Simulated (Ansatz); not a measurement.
# Al3Cu: response to uniaxial strain along c

An exercise on one series of results from a longer session: the logs are not shown, and one member is left open.

Computed with Ansatz 0.2.0 (DFT PBEsol, scalar-relativistic, plane waves, PAW, unless a step's input says otherwise).

2 further runs of the same task are left out: 2 set aside as unsound or not needed.

### The starting structure

Symmetry: P4/mmm, No. 123, tetragonal system. Conventional cell: a = 2.780 Å, b = 2.780 Å, c = 7.603 Å, α = 90.00°, β = 90.00°, γ = 90.00°. Al (site symmetry 4/mmm) has 12 Al at 2.78 to 2.89 Å as nearest neighbours. Around Al (site symmetry 4mm) lie 4 Cu at 2.58 Å and 8 Al at 2.78 to 2.89 Å. Around Cu (site symmetry 4/mmm) lie 8 Al at 2.58 Å and 4 Cu at 2.78 Å.

As a file:

```
Al Cu
1.0
     2.77968    0.00000    0.00000
     0.00000    2.77968    0.00000
     0.00000    0.00000    7.60296
Al Cu
3 1
Direct
  0.00000 0.00000 0.50000
  0.50000 0.50000 0.22069
  0.50000 0.50000 0.77931
  0.00000 0.00000 0.00000
```

It goes back to an entry of the Materials Project, which need not be the stable form.

This cell was relaxed beforehand with the same method: volume 14.69 Å³/atom, gap on the mesh none (metal).

The unstrained cell comes from an earlier run at this level (4 atoms, E(σ→0) -8162.8138 eV, gap none (metal)).

The first run:

input.yaml

```yaml
crystal:
  lattice:
    - [2.7866322178, 0.0, 0.0]
    - [0.0, 2.7866322178, 0.0]
    - [0.0, 0.0, 7.52692754]
  atoms:
    - { symbol: Al, position: [0.0, 0.0, 0.5] }
    - { symbol: Al, position: [0.5, 0.5, 0.2206884218] }
    - { symbol: Al, position: [0.5, 0.5, 0.7793115782] }
    - { symbol: Cu, position: [0.0, 0.0, 0.0] }
basis:
  ecutwfc: 420
kpoints:
  mp_grid: { grid: [18, 18, 8] }
hamiltonian:
  xc: pbesol
scf:
  occupations: { method: gaussian, width: 0.1 }
output:
  forces: true
  stress: true
  eigenvalues: true
  write_density: true
  write_potential: true
  elf: true
  volumetric_format: npy
relax:
  adjacent_minimum: "off"
  f_tol: 0.008
  max_steps: 40
  cell: { stress_tol: 0.015, fix: [c, angles] }
```

Command:

```bash
$ ansatz run input.yaml --threads 1 --pin off --max-ram 2560MiB --backend cpu --events-out ev --progress --plain --runs-dir out
```

Among the steps run: Strain -1.0 %; At +1.0 %; At -2.0 %; The cell strained by +2.0 %; The cell strained by -3.0 %; Strain +3.0 %.

One of the session's tables, all rows but one given; the rest of the session is left out.

Lengths are those of the vectors of the cell that was run; stresses in GPa:

```
strain (%)  ΔE (meV/atom)  a (Å)  b (Å)  c (Å)
      -3.0            6.7  2.800  2.800  7.375
      -2.0            2.9  2.793  2.793  7.451
      -1.0              ?      ?      ?      ?
      +0.0            0.0  2.780  2.780  7.603
      +1.0            0.9  2.774  2.774  7.679
      +2.0            3.8  2.771  2.771  7.755
      +3.0            8.4  2.766  2.766  7.831
```

Estimate the missing values for strain (%) = -1.0.

Worked estimate for «ΔE (meV/atom)». A straight line through the neighbours (-2.0, 2.9) and (0.0, 0.0) gives 2.9 + (0.0 − 2.9) × (-1.0 + 2.0) / (0.0 + 2.0) = 1.4; a parabola fitted to 4 rows on both sides gives 0.7.

As computed: ΔE (meV/atom): 0.7; a (Å): 2.785; b (Å): 2.785; c (Å): 7.527. In «ΔE (meV/atom)» the line misses by +0.7 and the parabola by 0.0.

ΔE is over the unstrained cell. Stress in GPa, positive in compression, on the Cartesian axes of the input. 
